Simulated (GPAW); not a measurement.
# In (I4/mmm) in GPAW: notebook, part 2 of 2

GPAW 26.7.0. The steps go on from the part before.

## 4. Optical spectrum, PBE

This run uses another cell than the first one, of 27.71 Å³/atom, 1.039 times its volume.

run.py reads:

```python
from ase import Atoms
from ase.dft.bandgap import bandgap
from ase.io import write
from gpaw import GPAW, PW
from gpaw.response.df import DielectricFunction

atoms = Atoms(['In'],
              cell=[[-1.6573500545, 1.6573500545, 2.5222162388],
                    [1.6573500545, -1.6573500545, 2.5222162388],
                    [1.6573500545, 1.6573500545, -2.5222162388]],
              scaled_positions=[[0.0, 0.0, 0.0]],
              pbc=True)

calc = GPAW(mode=PW(450),
            xc='PBE',
            kpts={'size': (9, 9, 9), 'gamma': True},
            occupations={'name': 'fermi-dirac', 'width': 0.05},
            nbands=14,
            convergence={'density': 1e-06},
            maxiter=150,
            txt='gpaw.txt')
atoms.calc = calc
energy = atoms.get_potential_energy()
calc.write('gs.gpw')
write('result.traj', atoms)
print(f'Energy: {energy:.6f} eV')
print('Fermi level:', round(calc.get_fermi_level(), 4), 'eV')
print(f'Gap: {bandgap(calc)[0]:.4f} eV, direct: {bandgap(calc, direct=True)[0]:.4f} eV')

dense = calc.fixed_density(kpts={'size': (26, 26, 26), 'gamma': True},
                           nbands=23, convergence={'bands': 17, 'eigenstates': 1e-7},
                           update_fermi_level=True, txt='dense.txt')
dense.write('dense.gpw', mode='all')

df = DielectricFunction('dense.gpw', frequencies={'type': 'nonlinear', 'domega0': 0.05, 'omega2': 10},
                        eta=0.1, ecut=50, nbands=17, rate='eta', txt='df.txt')
for direction in ['x', 'z']:
    df.get_dielectric_function(xc='RPA', direction=direction, filename=f'df_{direction}.csv')
```

Potentials or basis: GPAW PAW data sets (gpaw-data 1.2.1), pw.

The run is started by

```
$ OMP_NUM_THREADS=1 python run.py
```

gpaw.txt:

```text
__  _  _
 | _ |_)|_||  |
 |__||  | ||/\| - 26.7.0

Input parameters:
  mode=PW(ecut=450.00000000000006),
  convergence={'density': 1e-06},
  kpts=MonkhorstPack(size=(9, 9, 9), gamma=True),
  maxiter=150,
  nbands=14,
  occupations=Occupations(name='fermi-dirac', width=0.05),
  xc=XC(name='PBE')

Diagonalizing LCAO Hamiltonian
Converting LCAO to pw mode

       In

Atoms  # Å, Bohr magnetons
|   | symbol |        x |        y |        z |    initial magnetic moments |
|---|--------|----------|----------|----------|-----------------------------|
| 0 |     In | 0.000000 | 0.000000 | 0.000000 | ( 0.0000,  0.0000,  0.0000) |

Unit cell  # Å
| periodic |         x |         y |         z |  lengths |     angles |
|----------|-----------|-----------|-----------|----------|------------|
|      yes | -1.657350 |  1.657350 |  2.522216 | 3.443137 | 122.452932 |
|      yes |  1.657350 | -1.657350 |  2.522216 | 3.443137 | 122.452932 |
|      yes |  1.657350 |  1.657350 | -2.522216 | 3.443137 |  85.801437 |

Number of symmetries: 16
Symmetry operations  # r_c * U_cc + t_c -> r_c
|    | kind |            matrix            |
|----|------|------------------------------|
|  0 |  σ   |  1, 1, 1,  0, 0,-1,  0,-1, 0 |
|  1 |  C4  |  1, 1, 1,  0, 0,-1, -1, 0, 0 |
|  2 |  E   |  1, 0, 0,  0, 1, 0,  0, 0, 1 |
|  3 |  σ   |  1, 0, 0,  0, 1, 0, -1,-1,-1 |
|  4 |  σ   |  0, 1, 0,  1, 0, 0,  0, 0, 1 |
|  5 |  C2  |  0, 1, 0,  1, 0, 0, -1,-1,-1 |
|  6 |  C2  |  0, 0, 1, -1,-1,-1,  1, 0, 0 |
|  7 |  S4  |  0, 0, 1, -1,-1,-1,  0, 1, 0 |
|  8 |  C4  |  0, 0,-1,  1, 1, 1,  0,-1, 0 |
|  9 |  σ   |  0, 0,-1,  1, 1, 1, -1, 0, 0 |
| 10 |  σ   |  0,-1, 0, -1, 0, 0,  1, 1, 1 |
| 11 |  C2  |  0,-1, 0, -1, 0, 0,  0, 0,-1 |
[... 99 lines left out ...]

poisson solver:
  ecut: 3600.0000000000005  # eV

xc functional:
  name: PBE with 2 nearest neighbor stencil

convergence criteria:
- Maximum integral of absolute [dens]ity change: 1e-06 electrons / valence electron
- Maximum [total energy] change in last 3 cyles: 0.0005 eV / valence electron
- Maximum integral of absolute [eigenst]ate change: 4e-08 eV^2 / valence electron
maximum number of iterations: 150

SCF iterations
|iter     | |      energy | eigst |  dens |
|---------|-|-------------|-------|-------|
|iter:   1| |   -2.743791 | -0.78 |       |
|iter:   2| |   -2.740339 | -2.58 | -1.59 |
|iter:   3| |   -2.714976 | -2.80 | -1.62 |
|iter:   4| |   -2.714494 | -3.74 | -2.10 |
|iter:   5| |   -2.714621c| -4.57 | -2.76 |
|iter:   6| |   -2.714628c| -6.10 | -3.75 |
|iter:   7| |   -2.714629c| -7.21 | -4.35 |
|iter:   8| |   -2.714629c| -8.30c| -5.27 |
|iter:   9| |   -2.714629c| -8.63c| -5.59 |
|iter:  10| |   -2.714629c| -9.38c| -6.68c|

Converged in 10 steps
Energy contributions relative to reference atoms: (reference = -159975.419660)

Energy contributions:
  Kinetic:          10.956370
  Coulomb:         -10.274570
  Zero:              0.235342
  External:          0.000000
  Xc:               -3.629152
  Entropy:          -0.005238
  Spinorbit:         0.000000
  ----------------------------
  Free energy:      -2.717248
  Extrapolated:     -2.714629

dipole moment: (-5.598582, -5.598582, -8.520127)  # |e|*Ang

Fermi level: 6.398
Eigenvalues  # (at kpt = [0.000, 0.000, 0.000])
| band index |      eig [eV] | occ [0-2] |
|------------|---------------|-----------|
|          0 |        -8.163 |     2.000 |
|          1 |        -8.074 |     2.000 |
|          2 |        -8.074 |     2.000 |
|          3 |        -8.007 |     2.000 |
|          4 |        -7.909 |     2.000 |
|          5 |        -2.781 |     2.000 |
|          6 |        16.374 |     0.000 |
|          7 |        16.374 |     0.000 |
|          8 |        16.509 |     0.000 |
|          9 |        17.891 |     0.000 |
|         10 |        19.831 |     0.000 |
|         11 |        19.989 |     0.000 |
|         12 |        19.989 |     0.000 |
|         13 |        21.389 |     0.000 |

No gap
No difference between direct/indirect transitions
# Writing to gs.gpw (mode='')
```

stdout:

```text
Energy: -2.714629 eV
Fermi level: 6.3984 eV
Gap: 0.0000 eV, direct: 0.0000 eV
```

Wall time 5 min (1 thread of Arm Neoverse V2, shared host); peak memory 0.74 GiB.

Results:

- Free energy: -2.7172 eV
- Band gap on the k mesh: none (metal or under the smearing width)

Dielectric function (mean over the directions given):
```csv
energy (eV),real part,imaginary part
0.88,-123.06,56.69
1.26,-64.20,37.09
1.77,-42.96,22.72
2.30,-26.31,10.16
2.66,-20.96,7.18
3.17,-15.37,4.45
3.69,-10.87,2.85
4.16,-8.69,1.91
4.51,-7.22,1.50
5.01,-5.70,1.12
5.53,-4.47,0.82
5.91,-3.75,0.66
6.39,-3.08,0.49
6.87,-2.52,0.38
7.38,-2.02,0.31
7.81,-1.66,0.25
8.25,-1.36,0.21
8.80,-1.05,0.17
9.18,-0.87,0.15
9.66,-0.65,0.12
10.16,-0.47,0.10
10.67,-0.30,0.09
11.09,-0.17,0.07
11.52,-0.05,0.07
12.08,0.09,0.05
12.42,0.17,0.05
12.88,0.27,0.05
13.48,0.41,0.05
13.97,0.57,0.07
14.35,0.67,0.21
14.86,0.61,0.31
15.39,0.60,0.31
15.80,0.61,0.32
16.36,0.63,0.33
16.93,0.66,0.33
17.51,0.67,0.36
17.96,0.67,0.40
18.58,0.64,0.39
19.22,0.61,0.37
19.87,0.60,0.35
```

Caveat: the intraband term hangs on this k mesh; the long-wavelength limit can be off by a per cent or two; independent-particle spectra lack excitons.

## 5. Overview

```csv
cell,gap on the mesh (eV)
"I4/mmm, 26.67 Å³/atom",none
"I4/mmm, 27.19 Å³/atom",none
"I4/mmm, 27.71 Å³/atom",none
```

Alike in all rows: task optical spectrum; level PBE; potentials or basis GPAW PAW data sets (gpaw-data 1.2.1), pw; no spin polarisation; k mesh 9 × 9 × 9; cutoff (eV) 450; smearing fermi-dirac 0.05 eV.

Every run on the cell as given and a fine mesh finds a metal.

Caveats: the intraband term hangs on this k mesh; the long-wavelength limit can be off by a per cent or two; independent-particle spectra lack excitons.

Total energies depend on the potentials used, so only differences within one code and one set of settings carry meaning.
